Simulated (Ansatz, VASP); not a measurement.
# One calculation of As, two programs

```xyz
1
Lattice="-1.6945 1.6945 1.6945 1.6945 -1.6945 1.6945 1.6945 1.6945 -1.6945" Properties=species:S:1:pos:R:3 pbc="T T T"
As    0.0000    0.0000    0.0000
```

Alike in both runs: functional PBE; k mesh 16 × 16 × 16; occupations fermi-dirac, width 0.1 eV; no spin polarisation.

Ansatz relaxed the structure, and its values are those at the end. VASP's run is a single point on that final structure, the one shown.

|  | VASP | Ansatz |
| --- | --- | --- |
| version | VASP 6.6.1 | Ansatz 0.2.0 |
| potentials or method | VASP PAW PBE potentials, release 64 (As) | PAW with Ansatz's default frozen-core files, scalar-relativistic |
| plane-wave cutoff (eV) | 520 | 420 |
| valence electrons in the cell | 5 | 15 |

|  | VASP | Ansatz | Ansatz less VASP |
| --- | --- | --- | --- |
| pressure (GPa) | -1.5 | -1.5 | -0.05 |

With one functional, cell and mesh, what is left measures potentials, basis and numerics. The two sets of potentials don't hold the same shells in valence.
